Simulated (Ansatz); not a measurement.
# ZrSi2: the cost of one run

Method: DFT PBEsol, scalar-relativistic, plane waves, PAW, in Ansatz 0.2.0.

1 further run of the same task is left out (set aside as unsound or not needed). Runs told in other sessions of the task aren't counted.

## (1) Starting point

It takes space group Cmcm (No. 63, orthorhombic). The conventional cell has a = 3.674 Å, b = 14.566 Å, c = 3.657 Å, α = 90.00°, β = 90.00°, γ = 90.00°. Around Zr (site symmetry m2m) lie 10 Si at 2.70 to 2.95 Å. Si (site symmetry m2m) is surrounded by 2 Si at 2.41 Å and 6 Zr at 2.70 to 2.95 Å. Around Si (site symmetry m2m) lie 4 Si at 2.59 Å and 4 Zr at 2.80 Å.

Coordinates:

```cif
data_structure
_symmetry_space_group_name_H-M 'Cmcm'
_symmetry_Int_Tables_number 63
_cell_length_a 3.6743
_cell_length_b 14.5659
_cell_length_c 3.6568
_cell_angle_alpha 90.000
_cell_angle_beta 90.000
_cell_angle_gamma 90.000
_cell_volume 195.71
loop_
_atom_site_label
_atom_site_type_symbol
_atom_site_symmetry_multiplicity
_atom_site_Wyckoff_symbol
_atom_site_fract_x
_atom_site_fract_y
_atom_site_fract_z
_atom_site_occupancy
Zr1 Zr 4 c 0.00000 0.10472 0.25000 1
Si1 Si 4 c 0.00000 0.44604 0.25000 1
Si2 Si 4 c 0.50000 0.24977 0.25000 1
```

It is the result of an earlier relaxation at this level (volume 16.31 Å³/atom; gap on the mesh: none (metal)).

## (2) Zero of the scan

Input file input.yaml:

```yaml
crystal:
  lattice:
    - [1.8371292758, -7.2829450158, 0.0]
    - [1.8371292758, 7.2829450158, 0.0]
    - [0.0, 0.0, 3.656765576]
  atoms:
    - { symbol: Zr, position: [0.8952826021, 0.1047173979, 0.75] }
    - { symbol: Zr, position: [0.1047173979, 0.8952826021, 0.25] }
    - { symbol: Si, position: [0.5539585034, 0.4460414966, 0.75] }
    - { symbol: Si, position: [0.4460414966, 0.5539585034, 0.25] }
    - { symbol: Si, position: [0.2502317899, 0.7497682101, 0.75] }
    - { symbol: Si, position: [0.7497682101, 0.2502317899, 0.25] }
basis:
  ecutwfc: 420
kpoints:
  mp_grid: { grid: [14, 14, 14] }
hamiltonian:
  xc: pbesol
scf:
  occupations: { method: gaussian, width: 0.15 }
output:
  forces: true
  stress: true
  eigenvalues: true
  write_density: true
  write_potential: true
  elf: true
  volumetric_format: npy
```

Launch:

```console
ansatz run input.yaml --threads 1 --pin off --max-ram 2560MiB --backend cpu --events-out ev --progress --plain --runs-dir out
```

Q: Estimate wall time and peak memory on 1 thread of Intel Xeon at 2.70GHz, shared host.

About 68 s, with a peak of 1 GiB.
